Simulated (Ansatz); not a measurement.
**Co: which magnetic state does the SCF reach?**

Aim: see which self-consistent states Co reaches from different starts at one fixed geometry, and which of them is lowest. The cell (2 atoms) is Co in its deposited structure (space group Fm-3m, primitive cell doubled). Source: COD entry 9011618.

Method: DFT PBE, PAW, plane waves, scalar-relativistic, in Ansatz 0.2.0.

1 further run of the same task is left out (it didn't finish).

## Step 1: The system as given

It takes space group Fm-3m (No. 225, cubic). The conventional cell has a = 3.559 Å, b = 3.559 Å, c = 3.559 Å, α = 90.00°, β = 90.00°, γ = 90.00°. Co (site symmetry m-3m) has 12 Co at 2.52 Å as nearest neighbours.

Coordinates:

```cif
data_structure
_symmetry_space_group_name_H-M 'P 1'
_symmetry_Int_Tables_number 1
_cell_length_a 2.5166
_cell_length_b 4.3589
_cell_length_c 2.5166
_cell_angle_alpha 90.000
_cell_angle_beta 90.000
_cell_angle_gamma 54.736
_cell_volume 22.54
loop_
_atom_site_label
_atom_site_type_symbol
_atom_site_fract_x
_atom_site_fract_y
_atom_site_fract_z
_atom_site_occupancy
Co1 Co 0.00000 0.00000 0.00000 1
Co2 Co 0.00000 0.50000 0.50000 1
```

Atoms are counted from 1 in the order of input.yaml (Co2 and so on).

The first starts: opposed moments +-, plain SCF; no spin polarisation; spin on, no moments given (the program may seed its own), plain SCF. What is tried next depends on their ends.

A plain SCF has the search for lower states switched off and ends at the first converged state. 

Moments by site are taken inside atomic spheres; the rest lies between them.

## Step 2: Opposed moments +-, plain SCF

input.yaml

```yaml
crystal:
  lattice:
    - [0.0, -1.7795, -1.7795]
    - [-3.559, -1.7795, -1.7795]
    - [0.0, 1.7795, -1.7795]
  atoms:
    - { symbol: Co, position: [0.0, 0.0, 0.0], spin: 3.0 }
    - { symbol: Co, position: [0.0, 0.5, 0.5], spin: -3.0 }
magnetization:
  spin_polarized: true
hamiltonian:
  xc: pbe
  pseudopotentials: { kind: paw }
basis:
  ecutwfc: 420
kpoints:
  mp_grid: { grid: [14, 8, 11] }
scf:
  occupations: { method: fermi_dirac, width: 0.05 }
  lower_state_search: "off"
output:
  forces: true
  stress: true
```

The program printed, shortened:

```text
Warning: crystal.symmetry: narrowed to the stabiliser of the k-point mesh — unitary ops 16 → 4; excluded 12 operations that carry a point of the 14×8×11 mesh (shift [0, 0, 0]) off the mesh (the run samples exactly the mesh kpoints.mp_grid names, as under crystal.symmetry.detect: false, [...]
Pseudopotentials: kind: paw
Pseudopotential: Co, paw, valence charge 17, recommended cutoff 420 eV (normal), Co.paw.azcp
Functional definition: PBE
[...]
Crystal: 2 atoms, lattice volume = 22.540 Å³
Basis set: ecut = 420 eV, 451 PW (Γ), exchange–correlation on 36×60×36 points (8 copies of the dense FFT grid, shifted against one another)
Bands: 24, of which v1, the nominal top of the filled ones, is band 17 counted from 1 (16 counted from 0)
Symmetry: 4 space group operations
k-points: 348 of 1232
[...]
Starting moments: Σ|m| = 6 μB on 2 of 2 sites
[...]
spin-down is spin-up translated by (0, 0.5, 0.5): one eigenproblem is solved per k-point and the antiferromagnetic symmetry of the starting moments is kept exactly by this SCF (crystal.symmetry.spin_inversion_symmetry: false solves both channels; [...]
SCF iter   1: F=—  HF=-10251.098887 eV  |F-HF|=—  |Δ(HF+E_count)|=         —  Δρ=1.24e-1 (↑1.24e-1 ↓1.24e-1)  dr2=3.50e-1  dr2_m=3.00e0  M=0.000 μB ∫|m|=3.866 μB  β_m=0.30  ethr=1.03e-3  ⟨swp⟩=1.4  Hψ=42998  notcnv=0
[...]
spin-set hold released at iteration 1 (the charge has settled, or the pull on large starting moments outlasts its swing): the magnetisation degrees of freedom join the quasi-Newton model from the next iteration; the mixer history was flushed
[...]
SCF iter  23: F=-10251.804665 eV  HF=-10251.804665 eV  |F-HF|=3.64e-11  |Δ(HF+E_count)|=  2.75e-10  Δρ=4.46e-7 (↑4.46e-7 ↓4.46e-7)  dr2=4.36e-11  dr2_m=4.75e-12  M=0.000 μB ∫|m|=0.000 μB  ethr=1.00e-12  ⟨swp⟩=1.0  Hψ=23022  notcnv=0
WARN: the starting moments were not kept: the SCF closed with an absolute magnetisation of 8.3e-6 μB, where they sum to 6 μB in size (2 sites). That is at most 0.1 of that sum. Measured as dr2_m measures the in/out step, that magnetisation stands 6.6e-11 eV from none, at or under the [...]
SCF converged after 23 iterations
Magnetization: 0.0000 μB (17.0000 up, 17.0000 down)
Absolute magnetization: 0.0000 μB (∫|ρ↑−ρ↓|, with the PAW one-centre terms)
Spin contamination: 0.0000 ħ² per cell (⟨S²⟩ above its minimum at these occupations)
Per-site moments (μB) at R_I (Å): [(-3.242103620549449e-6, 1.0380946266252056), (3.2421036205494494e-6, 1.0380946266252056)]
Free energy (F): -10251.804665 eV
[...]
E sigma→0 (E₀):  -10251.783593 eV
Entropy (-TS):   -0.042144 eV (-21.072 meV/atom)
Fermi energy:    17.689324 eV
[...]
--- Forces (eV/Å), atoms counted from 1 ---
  atom   1  Co     0.00000000    -0.00000000     0.00000000
  atom   2  Co     0.00000000     0.00000000     0.00000000
[...]
--- Stress (GPa, compression-positive) ---
      -18.705671       0.012432       0.012432
        0.012432     -18.271551      -0.036437
        0.012432      -0.036437     -18.271551
  P = ⅓ Tr σ = -18.4163 GPa (-184.163 kbar)
```

Wall time 8.6 min (2 threads of an x86-64 CPU, shared host); peak memory 0.61 GiB.

End: non-magnetic, no gap on the k-mesh.

## Step 3: No spin polarisation

Edit input.yaml of step 2 so:

```diff
@@ -6,6 +6,4 @@
   atoms:
-    - { symbol: Co, position: [0.0, 0.0, 0.0], spin: 3.0 }
-    - { symbol: Co, position: [0.0, 0.5, 0.5], spin: -3.0 }
-magnetization:
-  spin_polarized: true
+    - { symbol: Co, position: [0.0, 0.0, 0.0] }
+    - { symbol: Co, position: [0.0, 0.5, 0.5] }
 hamiltonian:
```

The program printed, shortened:

```text
Warning: crystal.symmetry: narrowed to the stabiliser of the k-point mesh — unitary ops 32 → 8; excluded 24 operations that carry a point of the 14×8×11 mesh (shift [0, 0, 0]) off the mesh (the run samples exactly the mesh kpoints.mp_grid names, as under crystal.symmetry.detect: false, [...]
[... 10 lines as in an earlier run ...]
Bands: 21, of which v1, the nominal top of the filled ones, is band 17 counted from 1 (16 counted from 0)
Symmetry: 8 space group operations
[... 4 lines as in an earlier run ...]
[...]
[... 2 lines as in an earlier run ...]
SCF iter   1: F=—  HF=-10251.803845 eV  |F-HF|=—  |Δ(HF+E_count)|=         —  Δρ=3.46e-3  dr2=4.74e-4  ethr=1.77e-3  ⟨swp⟩=5.0  Hψ=27399  notcnv=0
[...]
SCF iter   6: F=-10251.804665 eV  HF=-10251.804665 eV  |F-HF|=3.13e-10  |Δ(HF+E_count)|=   2.35e-8  Δρ=4.74e-6  dr2=1.55e-9  ethr=4.87e-11  ⟨swp⟩=1.9  Hψ=23276  notcnv=0
[...]
SCF converged after 6 iterations
Free energy (F): -10251.804665 eV
[...]
E sigma→0 (E₀):  -10251.783593 eV
Entropy (-TS):   -0.042144 eV (-21.072 meV/atom)
Fermi energy:    17.689345 eV
[... 24 lines left out: energy terms, forces, stress ...]
```

It took 2.4 s on 2 threads of an x86-64 CPU, shared host; peak memory 0.55 GiB.

Nothing new: the 6 iterations lead to the state found in step 2 (non-magnetic).

## Step 4: Spin on, no moments given (the program may seed its own), plain SCF

Edit input.yaml of step 3 so:

```diff
@@ -21 +21,3 @@
   stress: true
+magnetization:
+  spin_polarized: true
```

The program printed, shortened:

```text
[... 1 line as in an earlier run ...]
band count auto-derived: 24 (N_el = 34.0; filled up to band 17; 21 by the electrons, moments and atoms)
[... 19 lines as in an earlier run ...]
[...]
SCF iter   1: F=—  HF=-10249.801156 eV  |F-HF|=—  |Δ(HF+E_count)|=         —  Δρ=3.19e-1 (↑2.73e-1 ↓3.19e-1)  dr2=2.92e-1  dr2_m=1.81e1  M=4.171 μB ∫|m|=4.171 μB  ethr=9.64e-4  ⟨swp⟩=1.4  Hψ=42749  notcnv=0
[...]
SCF iter  10: F=-10252.266094 eV  HF=-10252.266094 eV  |F-HF|=2.20e-9  |Δ(HF+E_count)|=   2.11e-8  Δρ=5.81e-6 (↑4.57e-6 ↓5.81e-6)  dr2=1.75e-9  dr2_m=3.24e-9  M=3.350 μB ∫|m|=3.661 μB  ethr=2.94e-10  ⟨swp⟩=3.3  Hψ=43830  notcnv=0
[...]
SCF converged after 10 iterations
Magnetization: 3.3496 μB (18.6748 up, 15.3252 down)
Absolute magnetization: 3.6614 μB (∫|ρ↑−ρ↓|, with the PAW one-centre terms)
Spin contamination: 0.0560 ħ² per cell (⟨S²⟩ above its minimum at these occupations)
Per-site moments (μB) at R_I (Å): [(1.7459882237941335, 1.0380946266252056), (1.745988223794133, 1.0380946266252056)]
Free energy (F): -10252.266094 eV
[...]
E sigma→0 (E₀):  -10252.255899 eV
Entropy (-TS):   -0.020390 eV (-10.195 meV/atom)
Fermi energy:    17.983772 eV
[...]
--- Forces (eV/Å), atoms counted from 1 ---
  atom   1  Co     0.00000000    -0.00000000     0.00000000
  atom   2  Co     0.00000000    -0.00000000    -0.00000000
[...]
--- Stress (GPa, compression-positive) ---
       -6.373386      -0.096656      -0.096656
       -0.096655      -6.301240       0.195254
       -0.096655       0.195254      -6.301240
  P = ⅓ Tr σ = -6.3253 GPa (-63.253 kbar)
```

It took 6.5 s on 2 threads of an x86-64 CPU, shared host; peak memory 0.64 GiB.

Result: ferromagnetic, site moments Co1 1.75, Co2 1.75 μB, total 3.35 μB per cell, no gap on the k-mesh. It lies 231 meV/atom below the lowest state so far (step 2).

## Step 5: Parallel moments scaled by 0.03, plain SCF

Edit input.yaml of step 4 so:

```diff
@@ -6,4 +6,6 @@
   atoms:
-    - { symbol: Co, position: [0.0, 0.0, 0.0] }
-    - { symbol: Co, position: [0.0, 0.5, 0.5] }
+    - { symbol: Co, position: [0.0, 0.0, 0.0], spin: 0.09 }
+    - { symbol: Co, position: [0.0, 0.5, 0.5], spin: 0.09 }
+magnetization:
+  spin_polarized: true
 hamiltonian:
@@ -21,3 +23 @@
   stress: true
-magnetization:
-  spin_polarized: true
```

The program printed, shortened:

```text
[... 11 lines as in an earlier run ...]
Bands: 22, of which v1, the nominal top of the filled ones, is band 17 counted from 1 (16 counted from 0)
[... 6 lines as in an earlier run ...]
Starting moments: Σ|m| = 0.18 μB on 2 of 2 sites
[... 2 lines as in an earlier run ...]
[...]
SCF iter   1: F=—  HF=-10251.885275 eV  |F-HF|=—  |Δ(HF+E_count)|=         —  Δρ=3.23e-2 (↑2.48e-2 ↓3.23e-2)  dr2=3.27e-1  dr2_m=3.67e-3  M=0.202 μB ∫|m|=0.206 μB  β_m=1.00  ethr=9.61e-4  ⟨swp⟩=1.0  Hψ=78015  notcnv=0
[...]
spin-set hold released at iteration 21 (site moments' squared step at or under half its running peak, from the soft ceiling on): the magnetisation degrees of freedom join the quasi-Newton model from the next iteration; the mixer history was flushed
[...]
SCF iter  28: F=-10252.266094 eV  HF=-10252.266094 eV  |F-HF|=1.77e-8  |Δ(HF+E_count)|=   1.67e-6  Δρ=2.15e-5 (↑4.22e-6 ↓2.15e-5)  dr2=2.76e-8  dr2_m=2.59e-8  M=3.349 μB ∫|m|=3.661 μB  ethr=2.94e-10  ⟨swp⟩=2.8  Hψ=59921  notcnv=0
[...]
SCF converged after 28 iterations
Magnetization: 3.3495 μB (18.6747 up, 15.3253 down)
Absolute magnetization: 3.6612 μB (∫|ρ↑−ρ↓|, with the PAW one-centre terms)
Spin contamination: 0.0560 ħ² per cell (⟨S²⟩ above its minimum at these occupations)
Per-site moments (μB) at R_I (Å): [(1.745933316688982, 1.0380946266252056), (1.7459333166889819, 1.0380946266252056)]
Free energy (F): -10252.266094 eV
[...]
E sigma→0 (E₀):  -10252.255900 eV
Entropy (-TS):   -0.020389 eV (-10.194 meV/atom)
Fermi energy:    17.983717 eV
[... 24 lines left out: energy terms, forces, stress ...]
```

Wall time 17 s (2 threads of an x86-64 CPU, shared host); peak memory 0.62 GiB.

The run ends in the same state as step 4 (ferromagnetic); it took 28 iterations.

## Step 6: Moments +- scaled by 1.4, plain SCF

Edit input.yaml of step 5 so:

```diff
@@ -6,4 +6,4 @@
   atoms:
-    - { symbol: Co, position: [0.0, 0.0, 0.0], spin: 0.09 }
-    - { symbol: Co, position: [0.0, 0.5, 0.5], spin: 0.09 }
+    - { symbol: Co, position: [0.0, 0.0, 0.0], spin: 4.2 }
+    - { symbol: Co, position: [0.0, 0.5, 0.5], spin: -4.2 }
 magnetization:
```

The program printed, shortened:

```text
[... 11 lines as in an earlier run ...]
Bands: 26, of which v1, the nominal top of the filled ones, is band 17 counted from 1 (16 counted from 0)
[... 6 lines as in an earlier run ...]
Starting moments: Σ|m| = 8.4 μB on 2 of 2 sites
[... 3 lines as in an earlier run ...]
[...]
SCF iter   1: F=—  HF=-10249.538449 eV  |F-HF|=—  |Δ(HF+E_count)|=         —  Δρ=2.22e-1 (↑2.22e-1 ↓2.22e-1)  dr2=5.42e-1  dr2_m=9.94e0  M=0.000 μB ∫|m|=4.461 μB  β_m=0.30  ethr=1.59e-3  ⟨swp⟩=1.2  Hψ=47667  notcnv=0
[...]
spin-set hold released at iteration 8 (site moments contracting): the magnetisation degrees of freedom join the quasi-Newton model from the next iteration; the mixer history was flushed
[...]
SCF iter  30: F=-10251.804665 eV  HF=-10251.804665 eV  |F-HF|=1.09e-11  |Δ(HF+E_count)|=  3.64e-10  Δρ=2.40e-7 (↑2.40e-7 ↓2.40e-7)  dr2=2.89e-12  dr2_m=1.04e-11  M=0.000 μB ∫|m|=0.000 μB  ethr=1.65e-12  ⟨swp⟩=1.0  Hψ=24233  notcnv=0
WARN: the starting moments were not kept: the SCF closed with an absolute magnetisation of 7.0e-6 μB, where they sum to 8.4 μB in size (2 sites). That is at most 0.1 of that sum. Measured as dr2_m measures the in/out step, that magnetisation stands 3.2e-11 eV from none, at or under the [...]
SCF converged after 30 iterations
Magnetization: 0.0000 μB (17.0000 up, 17.0000 down)
Absolute magnetization: 0.0000 μB (∫|ρ↑−ρ↓|, with the PAW one-centre terms)
Spin contamination: 0.0000 ħ² per cell (⟨S²⟩ above its minimum at these occupations)
Per-site moments (μB) at R_I (Å): [(-1.7980036555013959e-6, 1.0380946266252056), (1.7980036555013959e-6, 1.0380946266252056)]
Free energy (F): -10251.804665 eV
[...]
E sigma→0 (E₀):  -10251.783593 eV
Entropy (-TS):   -0.042144 eV (-21.072 meV/atom)
Fermi energy:    17.689323 eV
[... 24 lines left out: energy terms, forces, stress ...]
```

Run time: 11 s. Hardware: 2 threads of an x86-64 CPU, shared host; peak memory 0.62 GiB.

The run ends in the same state as step 2 (non-magnetic); it took 30 iterations.

## Step 7: A moment on one site alone, plain SCF

Edit input.yaml of step 6 so:

```diff
@@ -6,4 +6,4 @@
   atoms:
-    - { symbol: Co, position: [0.0, 0.0, 0.0], spin: 4.2 }
-    - { symbol: Co, position: [0.0, 0.5, 0.5], spin: -4.2 }
+    - { symbol: Co, position: [0.0, 0.0, 0.0], spin: 3.0 }
+    - { symbol: Co, position: [0.0, 0.5, 0.5] }
 magnetization:
```

The program printed, shortened:

```text
[... 11 lines as in an earlier run ...]
Bands: 23, of which v1, the nominal top of the filled ones, is band 17 counted from 1 (16 counted from 0)
[... 6 lines as in an earlier run ...]
Starting moments: Σ|m| = 3 μB on 1 of 2 sites
[... 2 lines as in an earlier run ...]
SCF iter   1: F=—  HF=-10252.055575 eV  |F-HF|=—  |Δ(HF+E_count)|=         —  Δρ=1.45e-1 (↑1.45e-1 ↓7.13e-2)  dr2=8.14e0  dr2_m=6.62e-1  M=2.988 μB ∫|m|=3.089 μB  β_m=0.30  ethr=3.10e-3  ⟨swp⟩=5.4  Hψ=60118  notcnv=0
[...]
spin-set hold released at iteration 6 (the charge has settled, or the pull on large starting moments outlasts its swing): the magnetisation degrees of freedom join the quasi-Newton model from the next iteration; the mixer history was flushed
[...]
SCF iter  22: F=-10252.266094 eV  HF=-10252.266094 eV  |F-HF|=3.35e-10  |Δ(HF+E_count)|=   2.27e-8  Δρ=1.42e-6 (↑1.42e-6 ↓1.42e-6)  dr2=4.98e-10  dr2_m=1.64e-10  M=3.350 μB ∫|m|=3.661 μB  ethr=2.94e-10  ⟨swp⟩=2.0  Hψ=46500  notcnv=0
[...]
SCF converged after 22 iterations
Magnetization: 3.3496 μB (18.6748 up, 15.3252 down)
Absolute magnetization: 3.6613 μB (∫|ρ↑−ρ↓|, with the PAW one-centre terms)
Spin contamination: 0.0560 ħ² per cell (⟨S²⟩ above its minimum at these occupations)
Per-site moments (μB) at R_I (Å): [(1.7459738704817305, 1.0380946266252056), (1.7459743270113819, 1.0380946266252056)]
Free energy (F): -10252.266094 eV
[...]
E sigma→0 (E₀):  -10252.255899 eV
Entropy (-TS):   -0.020390 eV (-10.195 meV/atom)
Fermi energy:    17.983769 eV
[... 24 lines left out: energy terms, forces, stress ...]
```

Wall time 18 s (2 threads of an x86-64 CPU, shared host); peak memory 0.62 GiB.

The run ends in the same state as step 4 (ferromagnetic); it took 22 iterations.

## Step 8: Parallel moments, Broyden mixing, no switch to direct minimisation

Edit input.yaml of step 7 so:

```diff
@@ -7,3 +7,3 @@
     - { symbol: Co, position: [0.0, 0.0, 0.0], spin: 3.0 }
-    - { symbol: Co, position: [0.0, 0.5, 0.5] }
+    - { symbol: Co, position: [0.0, 0.5, 0.5], spin: 3.0 }
 magnetization:
@@ -20,2 +20,4 @@
   lower_state_search: "off"
+  algorithm: density_mixing
+  mixing: { algorithm: broyden, beta: 0.3 }
 output:
```

The program printed, shortened:

```text
[... 18 lines as in an earlier run ...]
Starting moments: Σ|m| = 6 μB on 2 of 2 sites
[... 2 lines as in an earlier run ...]
[...]
SCF iter   1: F=—  HF=-10251.813969 eV  |F-HF|=—  |Δ(HF+E_count)|=         —  Δρ=1.19e-1 (↑1.19e-1 ↓7.73e-2)  dr2=3.08e-1  dr2_m=1.95e0  M=3.880 μB ∫|m|=4.077 μB  β_m=0.85  ethr=9.07e-4  ⟨swp⟩=1.0  Hψ=84947  notcnv=0
[...]
[... 1 line as in an earlier run ...]
[...]
SCF iter  14: F=-10252.266094 eV  HF=-10252.266094 eV  |F-HF|=3.33e-9  |Δ(HF+E_count)|=   3.04e-7  Δρ=2.66e-6 (↑1.60e-6 ↓2.66e-6)  dr2=4.12e-10  dr2_m=6.64e-10  M=3.350 μB ∫|m|=3.661 μB  ethr=5.44e-12  ⟨swp⟩=4.0  Hψ=47034  notcnv=0
[...]
this state was not tested for a lower state beside it, because the mixer in use, unlike msr1, does not test its closes by its own steps (another_mixer; see scf.mixing.algorithm and scf.lower_state_search)
SCF converged after 14 iterations
Magnetization: 3.3496 μB (18.6748 up, 15.3252 down)
Absolute magnetization: 3.6614 μB (∫|ρ↑−ρ↓|, with the PAW one-centre terms)
Spin contamination: 0.0560 ħ² per cell (⟨S²⟩ above its minimum at these occupations)
Per-site moments (μB) at R_I (Å): [(1.745994356998415, 1.0380946266252056), (1.7459943569984144, 1.0380946266252056)]
Free energy (F): -10252.266094 eV
[...]
E sigma→0 (E₀):  -10252.255899 eV
Entropy (-TS):   -0.020389 eV (-10.195 meV/atom)
Fermi energy:    17.983783 eV
[... 24 lines left out: energy terms, forces, stress ...]
```

Run time: 11 s. Hardware: 2 threads of an x86-64 CPU, shared host; peak memory 0.63 GiB.

This is the state of step 4 again (ferromagnetic), after 14 iterations.

## Step 9: The runs side by side

| step | iterations | state | moments of Co1 Co2 (μB) | total (μB) | gap (eV) | pressure (GPa) | above lowest (meV/atom) |
| --- | --- | --- | --- | --- | --- | --- | --- |
| 2 | 23 | 2 | 0.00 0.00 | 0.00 | none | -18.4 | 231 |
| 3 | 6 | 2 | 0.00 0.00 | 0.00 | none | -18.4 | 231 |
| 4 | 10 | 1 | 1.75 1.75 | 3.35 | none | -6.3 | 0.0 |
| 5 | 28 | 1 | 1.75 1.75 | 3.35 | none | -6.3 | 0.0 |
| 6 | 30 | 2 | 0.00 0.00 | 0.00 | none | -18.4 | 231 |
| 7 | 22 | 1 | 1.75 1.75 | 3.35 | none | -6.3 | 0.0 |
| 8 | 14 | 1 | 1.75 1.75 | 3.35 | none | -6.3 | 0.0 |

States are numbered from the lowest. Starts by step: 2 opposed moments +-, plain SCF; 3 no spin polarisation; 4 spin on, no moments given (the program may seed its own), plain SCF; 5 parallel moments scaled by 0.03, plain SCF; 6 moments +- scaled by 1.4, plain SCF; 7 a moment on one site alone, plain SCF; 8 parallel moments, Broyden mixing, no switch to direct minimisation.

The 7 runs of this session took 9.7 min in all, from 2.4 s to 8.6 min each.

Decimal logarithm of the largest residual (eV) by iteration, counted through all cycles of a run:

| iteration | step 2 | step 3 | step 4 | step 5 | step 6 | step 7 | step 8 |
| --- | --- | --- | --- | --- | --- | --- | --- |
| 1 | 0.5 | -3.3 | 1.3 | -0.5 | 1.0 | 0.9 | 0.3 |
| 2 | 0.3 | -4.0 | -0.7 | -1.4 | 0.8 | 1.6 | -0.9 |
| 3 | 0.4 | -5.4 | -1.4 | -2.3 | 0.6 | 0.0 | -2.4 |
| 4 | -1.3 | -6.4 | -1.8 | -2.6 | 0.4 | 0.2 | -2.4 |
| 5 | -1.7 | -7.8 | -2.4 | -2.5 | 0.3 | 0.1 | -2.9 |
| 6 | -2.2 | -8.8 | -4.2 | -2.4 | 0.1 | 0.0 | -3.4 |
| 9 | -2.2 | - | -6.9 | -2.0 | -0.3 | -0.2 | -4.8 |
| 12 | -3.1 | - | - | -1.6 | -2.0 | -0.7 | -7.6 |
| 14 | -4.3 | - | - | -1.4 | -2.3 | -1.4 | -9.2 |
| 17 | -6.5 | - | - | -1.0 | -4.0 | -4.5 | - |
| 19 | -8.3 | - | - | -0.8 | -4.6 | -4.3 | - |
| 22 | -10.3 | - | - | -1.3 | -4.3 | -9.3 | - |
| 25 | - | - | - | -3.8 | -7.6 | - | - |
| 27 | - | - | - | -5.9 | -8.7 | - | - |
| 30 | - | - | - | - | -11.0 | - | - |

## Step 10: What came out

| quantity | value |
| --- | --- |
| distinct states | 2 from 7 converged runs |
| lowest state from plain starts | ferromagnetic |
| its moments | Co1 1.75, Co2 1.75 μB |
| total moment | 3.35 μB per cell |
| gap on the k-mesh | none |
| pressure | -6.3 GPa |
| largest force | 0.000 eV/Å |
| next state | non-magnetic, 231 meV/atom higher |

**Reading.** 7 runs converged, to 2 different states. Switching spin polarisation off costs 231 meV/atom in free energy, smearing entropy included. These are lowest states among those tried, not proven ground states. The mesh has less symmetry than the lattice, which lowers the symmetry of the run.
